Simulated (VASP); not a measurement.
# MgH2 (Fm-3m) in VASP: notebook, part 3 of 3

VASP 6.6.1. The steps go on from the part before.

### Step 5. Relaxation of cell and atoms, HSE03+D3(BJ)

The input, POSCAR:

```
MgH2
1.0
    0.0000000000      2.3810671667      2.3810671667
    2.3810671667      0.0000000000      2.3810671667
    2.3810671667      2.3810671667      0.0000000000
Mg H
1 2
Direct
    0.0000000000      0.0000000000      0.0000000000
    0.2500000000      0.2500000000      0.2500000000
    0.7500000000      0.7500000000      0.7500000000
```

The input, INCAR.step1:

```
SYSTEM = MgH2
PREC = Accurate
ENCUT = 600
EDIFF = 1E-5
ISMEAR = 0
SIGMA = 0.1
LREAL = .False.
LASPH = .True.
NELM = 80
ALGO = Normal
LWAVE = .True.
LCHARG = .False.
POTIM = 0.2
AMIX = 0.2
NELECT = 3.98
GGA = PE
```

The input, INCAR.step2:

```
SYSTEM = MgH2
PREC = Accurate
ENCUT = 600
EDIFF = 1E-7
ISMEAR = 0
SIGMA = 0.1
LREAL = .False.
LASPH = .True.
NELM = 80
ALGO = Normal
ISIF = 3
LWAVE = .False.
LCHARG = .False.
GGA = PE
LHFCALC = .True.
HFSCREEN = 0.3
PRECFOCK = Fast
IVDW = 12
VDW_S6 = 1.0
VDW_S8 = 1.1243
VDW_A1 = 0.0
VDW_A2 = 6.8889
IBRION = 1
NSW = 60
EDIFFG = -0.02
POTIM = 0.2
AMIX = 0.2
NELECT = 3.98
ISTART = 1
```

The input, KPOINTS:

```
regular mesh
0
Gamma
  5 5 5
  0 0 0
```

Potentials or basis: VASP PAW PBE potentials, release 64 (Mg, H).

Started as:

```bash
$ cat potpaw_PBE.64/Mg/POTCAR potpaw_PBE.64/H/POTCAR > POTCAR
$ cp INCAR.step1 INCAR
$ mpirun -np 1 vasp_std > vasp.out
$ cp INCAR.step2 INCAR
$ mpirun -np 1 vasp_std > vasp.out
```

OUTCAR:

```text
SYSTEM = MgH2
   PREC = Accurate
   ENCUT = 600
   EDIFF = 1E-7
   ISMEAR = 0
   LREAL = .False.
   LASPH = .True.
   NELM = 80
   ISIF = 3
   GGA = PE
   LHFCALC = .True.
   HFSCREEN = 0.3
   PRECFOCK = Fast
   IVDW = 12
   IBRION = 1
   NSW = 60
   EDIFFG = -0.02
   POTIM = 0.2
   AMIX = 0.2
   NELECT = 3.98
   ISTART = 1
 IVDW          = 12

 ion  position               nearest neighbor table
   1  0.000  0.000  0.000-   2 2.06   3 2.06   3 2.06   3 2.06   3 2.06   2 2.06   2 2.06   2 2.06

   2  0.250  0.250  0.250-   1 2.06   1 2.06   1 2.06   1 2.06
   3  0.750  0.750  0.750-   1 2.06   1 2.06   1 2.06   1 2.06

  LATTYP: Found a face centered cubic cell.
 ALAT       =     4.7621343334

  Lattice vectors:

 A1 = (   0.0000000000,   2.3810671667,   2.3810671667)
 A2 = (   2.3810671667,   0.0000000000,   2.3810671667)
 A3 = (   2.3810671667,   2.3810671667,   0.0000000000)

Analysis of symmetry for initial positions (statically):
=====================================================================
 Subroutine PRICEL returns:
 Original cell was already a primitive cell.

 Routine SETGRP: Setting up the symmetry group for a
 face centered cubic supercell.

 Subroutine GETGRP returns: Found 48 space group operations
 (whereof 48 operations were pure point group operations)
 out of a pool of 48 trial point group operations.

The static configuration has the point symmetry O_h .

Analysis of symmetry for dynamics (positions and initial velocities):
=====================================================================
 Subroutine PRICEL returns:
 Original cell was already a primitive cell.

 Routine SETGRP: Setting up the symmetry group for a
 face centered cubic supercell.

 Subroutine GETGRP returns: Found 48 space group operations
 (whereof 48 operations were pure point group operations)
 out of a pool of 48 trial point group operations.

The dynamic configuration has the point symmetry O_h .

 Subroutine INISYM returns: Found 48 space group operations
 (whereof 48 operations are pure point group operations),
 and found     1 'primitive' translations

----------------------------------------------------------------------------------------

                                     Primitive cell

  volume of cell :      26.9988

  direct lattice vectors                    reciprocal lattice vectors
     0.000000000  2.381067167  2.381067167    -0.209989876  0.209989876  0.209989876
     2.381067167  0.000000000  2.381067167     0.209989876 -0.209989876  0.209989876
     2.381067167  2.381067167  0.000000000     0.209989876  0.209989876 -0.209989876

  length of vectors
     3.367337480  3.367337480  3.367337480     0.363713135  0.363713135  0.363713135

  position of ions in fractional coordinates (direct lattice)
     0.000000000  0.000000000  0.000000000
     0.250000000  0.250000000  0.250000000
     0.750000000  0.750000000  0.750000000

  ion indices of the primitive-cell ions
   primitive index   ion index
                 1           1
                 2           2
                 3           3

----------------------------------------------------------------------------------------

 KPOINTS: regular mesh

Automatic generation of k-mesh.
 Grid dimensions read from file:
 generate k-points for:    5    5    5

 Generating k-lattice:

  Cartesian coordinates                     Fractional coordinates (reciprocal lattice)
    -0.041997975  0.041997975  0.041997975     0.200000000  0.000000000  0.000000000
     0.041997975 -0.041997975  0.041997975     0.000000000  0.200000000  0.000000000
     0.041997975  0.041997975 -0.041997975     0.000000000  0.000000000  0.200000000

  Length of vectors
     0.072742627  0.072742627  0.072742627

  Shift w.r.t. Gamma in fractional coordinates (k-lattice)
     0.000000000  0.000000000  0.000000000

 Subroutine IBZKPT returns following result:
 ===========================================

 Found     10 irreducible k-points:

 Following reciprocal coordinates:
            Coordinates               Weight
  0.000000  0.000000  0.000000      1.000000
  0.200000  0.000000  0.000000      8.000000
  0.400000  0.000000  0.000000      8.000000
  0.200000  0.200000  0.000000      6.000000
  0.400000  0.200000  0.000000     24.000000
 -0.400000  0.200000  0.000000     24.000000
 -0.200000  0.200000  0.000000     12.000000
  0.400000  0.400000  0.000000      6.000000
 -0.400000  0.400000  0.000000     12.000000
 -0.400000  0.400000  0.200000     24.000000
   k-points           NKPTS =     10   k-points in BZ     NKDIM =    125   number of bands    NBANDS=      6
   number of dos      NEDOS =    301   number of ions     NIONS =      3
   total plane-waves  NPLWV =  21952
   dimension x,y,z NGX =    28 NGY =   28 NGZ =   28
   dimension x,y,z NGXF=    56 NGYF=   56 NGZF=   56
   ions per type =               1   2
   NGX,Y,Z   is equivalent  to a cutoff of  13.82, 13.82, 13.82 a.u.
   NGXF,Y,Z  is equivalent  to a cutoff of  27.65, 27.65, 27.65 a.u.
 SYSTEM =  MgH2
   PREC   = accura    normal or accurate (medium, high low for compatibility)
   ISTART =      1    job   : 0-new  1-cont  2-samecut
   ICHARG =      0    charge: 1-file 2-atom 10-const
   ISPIN  =      1    spin polarized calculation?
   LNONCOLLINEAR =      F non collinear calculations
   LSORBIT =      F    spin-orbit coupling
   LASPH  =      T    aspherical Exc in radial PAW
   ENCUT  =  600.0 eV  44.10 Ry    6.64 a.u.   6.73  6.73  6.73*2*pi/ulx,y,z
   NELM   =     80;   NELMIN=  2; NELMDL=  0     # of ELM steps
   EDIFF  = 0.1E-06   stopping-criterion for ELM
   LREAL  =      F    real-space projection
   EDIFFG = -.2E-01   stopping-criterion for IOM
   NSW    =     60    number of steps for IOM
   IBRION =      1    ionic relax: 0-MD 1-quasi-New 2-CG
   NFREE  =      0    steps in history (QN), initial steepest desc. (CG)
   ISIF   =      3    stress and relaxation
   ISYM   =      3    0-nonsym 1-usesym 2-fastsym
   POTIM  = 0.2000    time-step for ionic-motion
   TEBEG  =    0.0;   TEEND  =   0.0 temperature during run
   PSTRESS=    0.0 pullay stress
   NELECT =       3.9800    total number of electrons
   NUPDOWN=      -1.0000    fix difference up-down
   EMIN   =  10.00;   EMAX   =-10.00  energy-range for DOS
   EFERMI =   0.00;   METHOD = LEGACY
   ISMEAR =     0;   SIGMA  =   0.10  broadening in eV -4-tet -1-fermi 0-gaus
   EFERMI_NEDOS =   21; number of points for ismear=-14 and -15
   IALGO  =     38    algorithm
   IMIX   =      1    mixing-type and parameters
     AMIX     =   0.20;   BMIX     =  1.00
     AMIX_MAG =   0.80;   BMIX_MAG =  1.00
  volume/ion in A,a.u.               =       9.00        60.73
  Fermi-wavevector in a.u.,A,eV,Ry     =   0.864810  1.634255 10.175756  0.747897
  Thomas-Fermi vector in A             =   1.982962
   LORBIT       =      0    0 simple, 1 ext, 2 COOP (PROOUT), +10 PAW based schemes
   GGA     = PE    functional components
   LHFCALC =     T    Hartree Fock is set to
   PRECFOCK=fast      Normal, Fast or Accurate (Low or Medium for compatibility)
   ENCUT4O =  -1.0   cutoff for four orbital integrals eV
   NKREDX  =     1    reduce k-point grid by
   NKREDY  =     1    reduce k-point grid by
   NKREDZ  =     1    reduce k-point grid by
   AEXX    =    0.2500 exact exchange contribution
   HFSCREEN=    0.3000 screening length (either q_TF or 0.3 A-1)
   HFSCREENC=   0.3000 screening length for correlation (either q_TF or 0.3 A-1)
   ENCUTFOCK=  -1.0 apply spherical cutoff to Coloumb kernel
   IVDW    =    12    specifies the selected vdW correction
   LEPSILON=     F    determine dielectric tensor
   LRPA    =     F    only Hartree local field effects (RPA)
 quasi-Newton-method for relaxation of ions
 non-spin polarized calculation
 Gauss-broadening in eV      SIGMA  =   0.10
  energy-cutoff  :      600.00
  volume of cell :       27.00
 maximum number of plane-waves:       914
  NGX = 16; NGY = 16; NGZ = 16

--------------------------------------- Ionic step        1  -------------------------------------------

 number of electron       3.9800000 magnetization

 Free energy of the ion-electron system (eV)
  ---------------------------------------------------
  ext. energy  EPLUGINS =         0.00000000
  ---------------------------------------------------
  free energy    TOTEN  =        -9.56144158 eV

  energy without entropy =       -9.56076842  energy(sigma->0) =       -9.56110500

------------------------ aborting loop because EDIFF is reached ----------------------------------------

 Edisp (eV)   -0.91776

 E8    (eV) :    -0.5235
[... 114 lines left out ...]
--------------------------------------- Ionic step        4  -------------------------------------------

 number of electron       3.9800000 magnetization

 Free energy of the ion-electron system (eV)
  ---------------------------------------------------
  ext. energy  EPLUGINS =         0.00000000
  ---------------------------------------------------
  free energy    TOTEN  =        -9.51355396 eV

  energy without entropy =       -9.51288486  energy(sigma->0) =       -9.51321941

 E-fermi :   2.9231     XC(G=0):  -7.9326

 val. band max:        2.7921525799   @ k =   0.2000   0.2000   0.0000
 cond. band min:       4.1114477988   @ k =  -0.4000   0.4000   0.0000
 fundamental gap:      1.3192952189
 Fermi energy:         2.9231103603

 k-point     1 :       0.0000    0.0000    0.0000
  band No.  band energies     occupation
      1      -8.3515      2.00000
      2       4.6801      0.00000
      3      14.1561      0.00000
      4      14.1561      0.00000
      5      14.1561      0.00000
      6      17.5975      0.00000
[... 113 lines left out ...]
  FREE ENERGIE OF THE ION-ELECTRON SYSTEM (eV)
  ---------------------------------------------------
  free  energy   TOTEN  =       -10.5704319365 eV

  energy  without entropy=      -10.5697628377  energy(sigma->0) =      -10.57009739

 reached required accuracy - stopping structural energy minimisation
```

Wall time 3.4 min (1 thread of AMD EPYC 7R13 (Zen 3), shared host); peak memory 0.24 GiB.

The run converged, but some of its settings lie outside the range that counts as converged, so its numbers aren't taken as properties of the crystal.

Results:

- Free energy: -10.5704 eV
- Relaxed volume: 7.91 Å³/atom
- Relaxed cell: a = 3.225 Å, b = 3.225 Å, c = 3.225 Å, α = 60.00°, β = 60.00°, γ = 60.00°
- Space group after relaxing (to 0.05 Å): Fm-3m (No. 225)
- Energy gained by relaxing: 30.4 meV/atom
- Ionic steps: 4
- Band gap on the k mesh: none (metal or under the smearing width)
- Dispersion energy per atom: -0.352 eV

Caveat: the k mesh is coarse (spacing up to 0.46 Å⁻¹), so the values aren't converged, least of all with exact exchange; the cell is charged against a uniform background, so pressure and absolute levels hang on convention; the PAW data sets were made with another functional, which shifts forces and pressure a little; pairwise dispersion overbinds metals, which lowers pressure and volume.
